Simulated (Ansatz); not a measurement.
# 1T-SrCl2 monolayer in a perpendicular field, part 2 of 3

What dipole does a perpendicular field induce in the 1T-SrCl2 monolayer, and does the gap follow? A positive field points along +c.

Ansatz 0.2.0; plane-wave DFT, PBE-D3(BJ), Ansatz PAW.

So far. Step 2 (Relaxation): The lattice constant a goes from 4.008 to 4.399 Å.

## 3. Single point, field 0

A sawtooth potential applies the field, turning back in the middle of the vacuum. With the dipole correction the typed value is the field outside the slab. The induced dipole is small, so the SCF threshold is tight.

The cell differs from the one that the last finished run ended in (c 30.742 → 20.828 Å).

input.yaml

```yaml
crystal:
  lattice:
    - [4.3988139971, 0.0, 0.0]
    - [-2.1994069986, 3.8094846681, 0.0]
    - [0.0, 0.0, 20.8278800638]
  atoms:
    - { symbol: Cl, position: [0.6666666667, 0.3333333333, 0.4321131086] }
    - { symbol: Sr, position: [0.0, 0.0, 0.5] }
    - { symbol: Cl, position: [0.3333333333, 0.6666666667, 0.5678868914] }
kpoints:
  mp_grid: { grid: [12, 12, 1] }
  band_path:
    path: [[0, 0, 0], [0.5, 0, 0], [0.33333333, 0.33333333, 0], [0, 0, 0]]
    npoints: 16
hamiltonian:
  xc: pbe
  dispersion: d3bj
scf:
  occupations: { method: fermi_dirac, width: 0.05 }
  convergence: { dr2_threshold: 1.0e-10 }
efield:
  axis: 3
  dipole_correction: true
  ramp_position: 0.97
  ramp_width: 0.06
  amplitude: 0
output:
  dos: { projected: true, e_range: [-6, 5] }
  bader: true
  write_potential: true
  write_density: true
  volumetric_format: npy
  elf: true
```

The run is started by

```
$ ansatz run input.yaml --threads 2 --pin off --max-ram 3072MiB --backend cpu --events-out ev --progress --plain --runs-dir out
```

Numbers of over 12 decimals in the logs are rounded to 6 here.

The program printed:

```text
[...]
Crystal: 3 atoms, lattice volume = 349.017 Å³
Basis set: ecut = 420 eV, 6891 PW (Γ)
Bands: 16, of which v1, the nominal top of the filled ones, is band 12 counted from 1 (11 counted from 0)
Symmetry: 6 space group operations
k-points: 19 of 144 (time reversal used)
[...]
SCF iter   1: F=—  HF=-5710.958308 eV  |F-HF|=—  |Δ(HF+E_count)|=         —  Δρ=3.57e-4  dr2=9.80e-4  ethr=1.77e-3  p=-0.000 e·Å  D=-2.82e-15 V/Å  ΔV_dip=0.00 eV  dr2_dipole=4.25e-9  V_vac-E_F(+/−)=4.94/4.94 eV  ⟨swp⟩=13.4  Hψ=2985  notcnv=0
efield: sawtooth ramp at fractional position 0.9700 (set: `efield.ramp_position`, or a place that a band, a saddle search or an elastic batch's reference lends), width 0.0600; the density the first Hamiltonian is built on has a dipole p = -0.000 e·Å; the dipole correction subtracts the counter field D = -2.82e-15 V/Å, which shifts the + side's vacuum level by +0.00 eV against the − side's; the planar-averaged density in the ramp window peaks in size at 7.6e-7 e/Å³
[...]
SCF iter   2: F=—  HF=-5710.960032 eV  |F-HF|=—  |Δ(HF+E_count)|=   1.72e-3  Δρ=2.32e-4  dr2=4.56e-4  ethr=4.08e-6  p=0.000 e·Å  D=2.25e-5 V/Å  ΔV_dip=-0.00 eV  dr2_dipole=9.04e-9  V_vac-E_F(+/−)=4.98/4.98 eV  ⟨swp⟩=3.1  Hψ=911  notcnv=0
[...]
SCF iter   9: F=-5710.960385 eV  HF=-5710.960385 eV  |F-HF|=2.00e-11  |Δ(HF+E_count)|=  4.82e-10  Δρ=8.98e-8  dr2=3.33e-11  ethr=1.00e-12  p=-0.000 e·Å  D=-9.70e-8 V/Å  ΔV_dip=0.00 eV  dr2_dipole=1.27e-13  V_vac-E_F(+/−)=4.99/4.99 eV  ⟨swp⟩=4.9  Hψ=1521  notcnv=0
SCF 1 converged in 9 iterations: F = -5710.960385 eV  dr2 = 3.33e-11
[...]
NSCF: frozen V_eff on 49 k-points
efield: sawtooth ramp at fractional position 0.9700 (kept from the solve that this one continues, or follows in the run), width 0.0600; the density the first Hamiltonian is built on has a dipole p = -0.000 e·Å; the dipole correction subtracts the counter field D = -9.70e-8 V/Å, which shifts the + side's vacuum level by +0.00 eV against the − side's; the planar-averaged density in the ramp window peaks in size at 1.2e-7 e/Å³
[...]
SCF converged after 9 iterations
Free energy (F): -5710.960385 eV
[...]
Internal energy: -5710.960385 eV  (E = F + TS)
E sigma→0 (E₀):  -5710.960385 eV
Fermi energy:    -2.415639 eV
Dipole field:    D = 0.000000 V/Å  (p = 0.000001 e·Å, saw-weighted, corrected)
Work function:   Φ+ = 4.9913 eV   Φ− = 4.9913 eV
Levels:          The Fermi level and band energies are counted from a zero that moves with the ramp; work functions are not
[...]
--- Band table (eV; the first three rows and the last of 19) ---
  k-point 0: bands = [... 8 lower, -6.3914, -5.5849, -5.5849, -5.5336, 0.4265, 1.5224, 1.5224, 1.7392]
  k-point 1: bands = [... 8 lower, -6.3757, -5.6564, -5.6067, -5.5044, 0.5699, 1.4163, 1.6047, 1.7686]
  k-point 2: bands = [... 8 lower, -6.3322, -5.8190, -5.6660, -5.4525, 0.9002, 1.3048, 1.8335, 1.8384]
  k-point 18: bands = [... 8 lower, -6.4121, -5.8228, -5.7956, -5.7956, 1.6273, 1.8606, 1.8606, 3.5415]
--- Bader charges: 3 sites ---
  site symbol  charge [e]  shift [e]
     0     Cl     -0.7976     0.0000
     1     Sr      1.5952     0.0000
     2     Cl     -0.7976     0.0000
  estimated error of the sums over rays = 3.3e-4 e
```

Elapsed: 36 s, on 2 threads of Arm Neoverse V2, shared host; peak memory 0.48 GiB.

Reading the cycles: dr2 is the Hartree energy of the density residual (eV), the measure of convergence; HF is the Harris–Foulkes estimate of the energy, which meets the free energy F at convergence.

This step gave:

```
dipole along the normal            : 5.12e-7 e·Å
gap along the path                 : 5.859 eV
smallest direct gap along the path : 5.960 eV
ionisation energy, upper face      : 8.008 eV
electron affinity, upper face      : 2.149 eV
gap, the smaller of path and mesh  : 5.859 eV
```

Running mean over a fixed 2.7 Å (it still follows the layers) of the planar mean; the ramp of the sawtooth is left out. Table of electron's electrostatic potential energy less the Fermi level by z:

z (Å), electron's electrostatic potential energy less the Fermi level (eV) and a bar from the least value:
```
      3.0       4.99 ##############################
      3.5       4.99 ##############################
      4.0       4.99 ##############################
      4.5       4.99 ##############################
      5.0       4.99 ##############################
      5.5       4.99 ##############################
      6.0       4.98 ##############################
      6.5       4.91 ##############################
      7.0       4.58 #############################
      7.5       3.44 ##########################
      8.0       1.80 ######################
      8.5       0.14 #################
      9.0      -2.50 ##########
      9.5      -5.20 ###
     10.0      -6.25 
     10.5      -6.41 
     11.0      -6.05 #
     11.5      -4.43 #####
     12.0      -1.46 #############
     12.5       0.75 ###################
     13.0       2.37 #######################
     13.5       3.92 ###########################
     14.0       4.76 #############################
     14.5       4.95 ##############################
     15.0       4.98 ##############################
     15.5       4.99 ##############################
     16.0       4.99 ##############################
     16.5       4.99 ##############################
     17.0       4.99 ##############################
     17.5       4.99 ##############################
```

The density of states has structure finer than the step of the table below, so its rows give means over 0.25 eV, whole bins alone (the curve runs from -6 to 3.84 eV). Peaks (eV: height): -4.180: 16.4, -3.990: 26.7, -3.520: 37.0, -3.380: 17.3, -3.240: 13.4, -3.020: 13.6, 3.730: 5.72.

Density of states against energy, zero at the Fermi level of the run, which the smearing sets inside the gap; means over each step:

energy (eV), density of states (states/eV a cell) and a bar:
```
    -4.75        0.0 
    -4.50        1.9 ####
    -4.25        6.4 ###############
    -4.00       10.3 ########################
    -3.75        5.4 ############
    -3.50       13.1 ##############################
    -3.25        7.4 #################
    -3.00        4.2 ##########
    -2.75        0.0 
    -2.50        0.0 
    -2.25        0.0 
    -2.00        0.0 
    -1.75        0.0 
    -1.50        0.0 
    -1.25        0.0 
    -1.00        0.0 
    -0.75        0.0 
    -0.50        0.0 
    -0.25        0.0 
     0.00        0.0 
     0.25        0.0 
     0.50        0.0 
     0.75        0.0 
     1.00        0.0 
     1.25        0.0 
     1.50        0.0 
     1.75        0.0 
     2.00        0.0 
     2.25        0.0 
     2.50        0.0 
     2.75        0.0 
     3.00        0.4 #
     3.25        2.8 ######
     3.50        3.3 ########
```

Projected DOS per atom over height of the atomic layer and energy from the Fermi level. Layers: Cl Sr Cl from below.

Ten even steps from '0' (0.00 states/eV) to '9' (4.40 states/eV), each cell a mean:
```
000
000
000
000
000
000
000
000
000
000
000
000
000
000
000
505
909
909
303
000
000
000
```
Columns: height of the atomic layer (Å) from 9 to 11.8; rows upwards: energy from the Fermi level (eV) from -5.96 to 3.85.

Electronic bands along the path, in eV, zero at the Fermi level of the run, which the smearing sets inside the gap:

```tsv
point	band 9	band 10	band 11	band 12	band 13	band 14	band 15	band 16
Γ	-3.98	-3.17	-3.17	-3.12	2.84	3.94	3.94	4.15
halfway	-3.85	-3.52	-3.33	-3.02	3.38	4.03	4.41	4.60
M	-3.70	-3.51	-3.37	-3.26	3.16	4.63	5.33	5.50
halfway	-3.72	-3.58	-3.35	-3.28	3.48	4.47	4.73	5.85
K	-4.00	-3.41	-3.38	-3.38	4.04	4.28	4.28	5.96
halfway	-3.86	-3.53	-3.40	-3.03	3.64	3.91	4.39	4.61
Γ	-3.98	-3.17	-3.17	-3.12	2.84	3.94	3.94	4.15
```

The electronic bands as a text plot (rows in eV, shown from -4.5 to 4.2 only):

```
    4.0 |++++++  +++                  ++++++++++++++++      +++++
    3.6 |    ++++                  +++          +++++++++++++
    3.3 |    ++++++++++++++++++++++                      ++++
    2.9 |++++                                                ++++
    2.5 |
    2.2 |
    1.8 |
    1.4 |
    1.1 |
    0.7 |
    0.4 |
    0.0 |
   -0.4 |
   -0.7 |
   -1.1 |
   -1.4 |
   -1.8 |
   -2.2 |
   -2.5 |
   -2.9 |    *********                             *********
   -3.2 |****************************************** *************
   -3.6 |       ************************  ***************
   -4.0 |********************************************************
   -4.3 |********************************************************
         Γ                   M           K                      Γ
```

ELF in the ca plane at fractional y = 0.000, with atoms of Sr within 0.2 Å of it. It is the smooth field of the valence electrons, not physical close to the nuclei.

Ten even steps from '0' (0.00) to '9' (0.85), each cell a mean:
```
00000000000000000000169748950000000000000000
00000000000000000000038999720000000000000000
00000000000000000112102675201210000000000000
00000000000000001245421010135542100000000000
00000000000000002467763101467753100000000000
00000000000000012468875102588764210000000000
00000000000000012467874101578764200000000000
00000000000000001356641000256653100000000000
00000000000000000123211342112321000000000000
00000000000000000000015998510000000000000000
00000000000000000000059979940000000000000000
00000000000000000000179506961000000000000000
```
Columns run along c (16.0 Å, from fractional 0.08 to 0.85 of the cell), rows up along a (4.4 Å). Atoms in or near the plane, at fractional coordinates: Sr at (0.50, 0.00).

Electrostatic potential energy in the ca plane at fractional y = 0.000, with atoms of Sr within 0.2 Å of it. With pseudopotentials it is smooth inside the atoms' cores, unlike the true potential.

Values in eV, 7 rows by 16 columns, each cell a mean:
```
  3   3   3   3   3   2   1  -6 -31 -26  -3   2   2   3   3   3
  3   3   3   3   3   2   2  -2 -12 -10   0   2   2   3   3   3
  3   3   3   3   3   3   2   0  -2  -1   1   2   3   3   3   3
  3   3   3   3   3   3   2   0   0   0   1   2   3   3   3   3
  3   3   3   3   3   3   2   0  -3  -3   0   2   3   3   3   3
  3   3   3   3   3   2   2  -3 -19 -15  -1   2   2   3   3   3
  3   3   3   3   3   2   1  -7 -32 -28  -3   2   2   3   3   3
```
Columns run along c (16.0 Å, from fractional 0.08 to 0.85 of the cell; values clipped at the 3rd and 97th percentile), rows up along a (4.4 Å). Atoms in or near the plane, at fractional coordinates: Sr at (0.50, 0.00).

Valence density in the ca plane at fractional y = 0.000, with atoms of Sr within 0.2 Å of it. It is the smooth field of the valence electrons, not physical close to the nuclei.

Ten steps, logarithmic in the rise over the least value, from '0' (0.0 e/Å³) to '9' (2.5 e/Å³), each cell a mean:
```
00000000000000000000258999852000000000000000
00000000000000000001247998642100000000000000
00000000000000000011234666432110000000000000
00000000000000000112333333333211000000000000
00000000000000000123443222344321000000000000
00000000000000000134443222344421000000000000
00000000000000000123443222344321000000000000
00000000000000000123333222333321000000000000
00000000000000000012233454332210000000000000
00000000000000000001236787532100000000000000
00000000000000000001258999852000000000000000
00000000000000000000269989852000000000000000
```
Columns run along c (16.0 Å, from fractional 0.08 to 0.85 of the cell), rows up along a (4.4 Å). Atoms in or near the plane, at fractional coordinates: Sr at (0.50, 0.00).

The gap is 5.86 eV, with the valence edge 8.01 eV and the conduction edge 2.15 eV under the upper vacuum level.

## 4. Atoms held, field 0.05 V/Å

input.yaml, as its differences from that of step 3:

```diff
@@ -25,6 +25,4 @@
   ramp_width: 0.06
-  amplitude: 0
+  amplitude: 0.05
 output:
-  dos: { projected: true, e_range: [-6, 5] }
-  bader: true
   write_potential: true
@@ -32,2 +30 @@
   volumetric_format: npy
-  elf: true
```

The program printed:

```text
[...]
Crystal: 3 atoms, lattice volume = 349.017 Å³
Basis set: ecut = 420 eV, 6891 PW (Γ)
Bands: 16, of which v1, the nominal top of the filled ones, is band 12 counted from 1 (11 counted from 0)
Symmetry: 6 space group operations
k-points: 19 of 144 (time reversal used)
[...]
--- Band table (eV; the first three rows and the last of 19) ---
  k-point 0: bands = [... 8 lower, -6.3921, -5.5844, -5.5844, -5.5333, 0.4244, 1.5223, 1.5223, 1.7310]
  k-point 1: bands = [... 8 lower, -6.3764, -5.6559, -5.6063, -5.5040, 0.5676, 1.4162, 1.6046, 1.7617]
  k-point 2: bands = [... 8 lower, -6.3330, -5.8184, -5.6654, -5.4521, 0.8976, 1.3039, 1.8305, 1.8383]
  k-point 18: bands = [... 8 lower, -6.3971, -5.8223, -5.8123, -5.7783, 1.6268, 1.8559, 1.8650, 3.5402]
[key lines of the parts left out:]
SCF converged after 11 iterations
Free energy (F): -5710.960786 eV
Fermi energy:    -2.416492 eV
Dipole field:    D = 0.008324 V/Å  (p = 0.016056 e·Å, saw-weighted, corrected)
```

The job ended after 27 s (2 threads; peak memory 0.48 GiB).

The dipole is 0.0161 e·Å, and the gap 5.857 eV.

## 5. Single point, field -0.05 V/Å

input.yaml, as its differences from that of step 4:

```diff
@@ -25,3 +25,3 @@
   ramp_width: 0.06
-  amplitude: 0.05
+  amplitude: -0.05
 output:
```

The program printed:

```text
[...]
Crystal: 3 atoms, lattice volume = 349.017 Å³
Basis set: ecut = 420 eV, 6891 PW (Γ)
Bands: 16, of which v1, the nominal top of the filled ones, is band 12 counted from 1 (11 counted from 0)
Symmetry: 6 space group operations
k-points: 19 of 144 (time reversal used)
[...]
--- Band table (eV; the first three rows and the last of 19) ---
  k-point 0: bands = [... 8 lower, -6.3921, -5.5844, -5.5844, -5.5333, 0.4244, 1.5223, 1.5223, 1.7310]
  k-point 1: bands = [... 8 lower, -6.3764, -5.6559, -5.6063, -5.5040, 0.5676, 1.4162, 1.6046, 1.7617]
  k-point 2: bands = [... 8 lower, -6.3330, -5.8184, -5.6654, -5.4521, 0.8976, 1.3039, 1.8305, 1.8383]
  k-point 18: bands = [... 8 lower, -6.3971, -5.8223, -5.8123, -5.7783, 1.6268, 1.8559, 1.8650, 3.5402]
[key lines of the parts left out:]
SCF converged after 11 iterations
Free energy (F): -5710.960786 eV
Fermi energy:    -2.416492 eV
Dipole field:    D = -0.008324 V/Å  (p = -0.016056 e·Å, saw-weighted, corrected)
```

Run time: 31 s. Hardware: 2 threads; peak memory 0.47 GiB; 27 s of CPU time.

The dipole is -0.0161 e·Å, and the gap 5.857 eV.

## 6. Atoms held, field 0.1 V/Å

input.yaml, as its differences from that of step 5:

```diff
@@ -25,3 +25,3 @@
   ramp_width: 0.06
-  amplitude: -0.05
+  amplitude: 0.1
 output:
```

The program printed:

```text
[...]
Crystal: 3 atoms, lattice volume = 349.017 Å³
Basis set: ecut = 420 eV, 6891 PW (Γ)
Bands: 16, of which v1, the nominal top of the filled ones, is band 12 counted from 1 (11 counted from 0)
Symmetry: 6 space group operations
k-points: 19 of 144 (time reversal used)
[...]
--- Band table (eV; the first three rows and the last of 19) ---
  k-point 0: bands = [... 8 lower, -6.3940, -5.5831, -5.5831, -5.5322, 0.4181, 1.5220, 1.5220, 1.7035]
  k-point 1: bands = [... 8 lower, -6.3784, -5.6545, -5.6049, -5.5030, 0.5605, 1.4160, 1.6042, 1.7386]
  k-point 2: bands = [... 8 lower, -6.3353, -5.8165, -5.6637, -5.4511, 0.8899, 1.3009, 1.8204, 1.8379]
  k-point 18: bands = [... 8 lower, -6.3832, -5.8284, -5.8208, -5.7605, 1.6256, 1.8508, 1.8691, 3.5379]
[key lines of the parts left out:]
SCF converged after 10 iterations
Free energy (F): -5710.961991 eV
Fermi energy:    -2.419086 eV
Dipole field:    D = 0.016650 V/Å  (p = 0.032114 e·Å, saw-weighted, corrected)
```

Wall time 25 s (2 threads); peak memory 0.46 GiB; 27 s of CPU time.

The dipole is 0.0321 e·Å, and the gap 5.849 eV.

## 7. Single point, field 0.2 V/Å

input.yaml, as its differences from that of step 6:

```diff
@@ -25,3 +25,3 @@
   ramp_width: 0.06
-  amplitude: 0.1
+  amplitude: 0.2
 output:
```

The program printed:

```text
[...]
Crystal: 3 atoms, lattice volume = 349.017 Å³
Basis set: ecut = 420 eV, 6891 PW (Γ)
Bands: 16, of which v1, the nominal top of the filled ones, is band 12 counted from 1 (11 counted from 0)
Symmetry: 6 space group operations
k-points: 19 of 144 (time reversal used)
[...]
--- Band table (eV; the first three rows and the last of 19) ---
  k-point 0: bands = [... 8 lower, -6.4015, -5.5779, -5.5779, -5.5279, 0.3919, 1.5206, 1.5206, 1.5456]
  k-point 1: bands = [... 8 lower, -6.3863, -5.6488, -5.5993, -5.4988, 0.5311, 1.4145, 1.6029, 1.6032]
  k-point 2: bands = [... 8 lower, -6.3442, -5.8091, -5.6571, -5.4471, 0.8569, 1.2883, 1.7546, 1.8366]
  k-point 18: bands = [... 8 lower, -6.3591, -5.8580, -5.8149, -5.7242, 1.6206, 1.8398, 1.8764, 3.5301]
[key lines of the parts left out:]
SCF converged after 10 iterations
Free energy (F): -5710.966808 eV
Fermi energy:    -2.430095 eV
Dipole field:    D = 0.033305 V/Å  (p = 0.064239 e·Å, saw-weighted, corrected)
```

Run time: 31 s. Hardware: 2 threads; peak memory 0.47 GiB.

The dipole is 0.0642 e·Å, and the gap 5.819 eV.

## 8. Atoms held, field 0.3 V/Å

input.yaml, as its differences from that of step 7:

```diff
@@ -25,4 +25,6 @@
   ramp_width: 0.06
-  amplitude: 0.2
+  amplitude: 0.3
 output:
+  dos: { projected: true, e_range: [-6, 5] }
+  bader: true
   write_potential: true
@@ -30 +32,2 @@
   volumetric_format: npy
+  elf: true
```

The program printed:

```text
[...]
Crystal: 3 atoms, lattice volume = 349.017 Å³
Basis set: ecut = 420 eV, 6891 PW (Γ)
Bands: 16, of which v1, the nominal top of the filled ones, is band 12 counted from 1 (11 counted from 0)
Symmetry: 6 space group operations
k-points: 19 of 144 (time reversal used)
[...]
k-point 2: bands = [... 8 lower, -6.3587, -5.7972, -5.6465, -5.4405, 0.7921, 1.2573, 1.5253, 1.8345]
  k-point 18: bands = [... 8 lower, -6.3415, -5.8828, -5.8052, -5.6870, 1.6122, 1.8274, 1.8824, 3.5175]
--- Bader charges: 3 sites ---
  site symbol  charge [e]  shift [e]
     0     Cl     -0.8055     0.0000
     1     Sr      1.5951     0.0000
     2     Cl     -0.7896     0.0000
  estimated error of the sums over rays = 3.3e-4 e
[key lines of the parts left out:]
SCF converged after 11 iterations
Free energy (F): -5710.974839 eV
Fermi energy:    -2.451469 eV
Dipole field:    D = 0.049969 V/Å  (p = 0.096380 e·Å, saw-weighted, corrected)
```

It took 41 s on 2 threads; peak memory 0.46 GiB; 40 s of CPU time.

The dipole is 0.0964 e·Å, and the gap 5.763 eV.

(Continued in part 3 of 3.)

[Logs are printed without paths, hosts, clocks, repeated set-up lines and the standing remarks that a program may print on its own settings, such as how far it seeks lower states.]

[Hosts, paths, dates, database ids (printed as entryN), source tags and the programs' standing remarks are cut or masked in the printed files.]

[Maps of the electrostatic potential energy from Ansatz leave out the sawtooth potential of an applied field or a dipole correction, so their vacuum need not be flat; planar profiles and work functions include it.]

[The density of states shown here was stored with 400 of the rows of the run's finer table, so its peaks can read low, often by over a quarter, or be missed, and its means over a window can be off by a tenth or more.]
